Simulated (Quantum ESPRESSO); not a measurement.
**KBr: phonons at points of the zone under several settings**

```
CELL_PARAMETERS angstrom
0.00000 3.30000 3.30000
3.30000 0.00000 3.30000
3.30000 3.30000 0.00000
ATOMIC_POSITIONS crystal
Br 0.50000 0.50000 0.50000
K 0.00000 0.00000 0.00000
```

All runs used Quantum ESPRESSO 7.5; potentials PseudoDojo 0.4.1 SR PBE standard; relaxed cell; no spin polarisation; cutoff 1007 eV; occupations smeared at first, fixed for the response.

```tsv
level	k mesh (s: shifted)	point	frequencies (cm⁻¹)
PBE	2 × 2 × 2s	Γ (0.000, 0.000, 0.000)	0 0 0 103 103 103
PBE	2 × 2 × 2s	L (0.500, 0.500, 0.500)	64 64 88 88 88 136
PBE	2 × 2 × 2s	K (0.375, 0.375, 0.750)	49 66 67 93 105 111
PBE	2 × 2 × 2s	W (0.500, 0.250, 0.750)	?
PBE	2 × 2 × 2s	X (0.500, 0.000, 0.500)	43 43 73 106 106 113
PBE	4 × 4 × 4s	Γ (0.000, 0.000, 0.000)	0 0 0 100 100 100
PBE	4 × 4 × 4s	L (0.500, 0.500, 0.500)	63 63 86 86 88 135
PBE	4 × 4 × 4s	K (0.375, 0.375, 0.750)	52 66 68 98 109 109
PBE	4 × 4 × 4s	W (0.500, 0.250, 0.750)	60 60 71 99 108 108
PBE	4 × 4 × 4s	X (0.500, 0.000, 0.500)	42 42 72 104 104 111
```

Q: What stands in the row left open?

A: Frequencies 61 61 72 100 109 109 cm⁻¹.

Caveats: some runs use coarse meshes.

For the row left open. Caveat: the k mesh is coarse (spacing up to 0.82 Å⁻¹), so the values aren't converged.
